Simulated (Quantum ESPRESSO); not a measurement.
Cu2O (Cuprite) under changes of volume

One of the cells (12.885 Å³/atom); the others are scaled copies at fixed shape and fractional positions:

```xyz
6
Lattice="4.2600 0.0000 0.0000 0.0000 4.2600 0.0000 0.0000 0.0000 4.2600" Properties=species:S:1:pos:R:3 pbc="T T T"
Cu    3.1950    1.0650    3.1950
Cu    3.1950    3.1950    1.0650
Cu    1.0650    3.1950    3.1950
Cu    1.0650    1.0650    1.0650
O     2.1300    2.1300    2.1300
O     0.0000    0.0000    0.0000
```

```yaml
Program: Quantum ESPRESSO 7.5
Functional: PBEsol
Potentials_or_basis: GBRV 1.5 PBEsol
Cutoff: 612 eV
Density_cutoff: 4898 eV
k_mesh: 6 × 6 × 6
Occupations: fermi-dirac, width 0.05 eV
Spin: no spin polarisation
```

| volume (Å³/atom) | energy over the lowest point (meV/atom) | pressure (GPa) | gap on the mesh (eV) |
| --- | --- | --- | --- |
| 12.112 | 9.55 | 5.3 | 0.69 |
| 12.369 | 2.34 | 2.1 | 0.63 |
| 12.627 | 0.00 | -0.7 | 0.58 |
| 12.885 | 1.98 | -3.2 | 0.53 |
| 13.142 | 7.77 | -5.5 | 0.49 |
| 13.400 | ? | ? | ? |
| 13.658 | 29.31 | -9.2 | 0.41 |

Question: What does the run at 13.400 Å³/atom give?

Answer: Energy over the lowest point 17.00 meV/atom; pressure -7.5 GPa; gap on the mesh 0.45 eV.

Worked out: A Birch-Murnaghan fit of order 3 (a polynomial in V^(-2/3)) to the other rows has its minimum at 12.63 Å³/atom with B0 = V·E''(V) = 131 GPa and B' = 4.8. It gives 17.02 meV/atom at 13.400 Å³/atom, against the run's 17.00, and -dE/dV = -6.7 GPa, against -7.5. A straight line through the other rows of the gap, of slope -2.31 eV per unit of ln V (its deformation potential), gives 0.45 eV, against the run's 0.45.

Energies are extrapolated to zero smearing.

A mesh can miss the band edges.
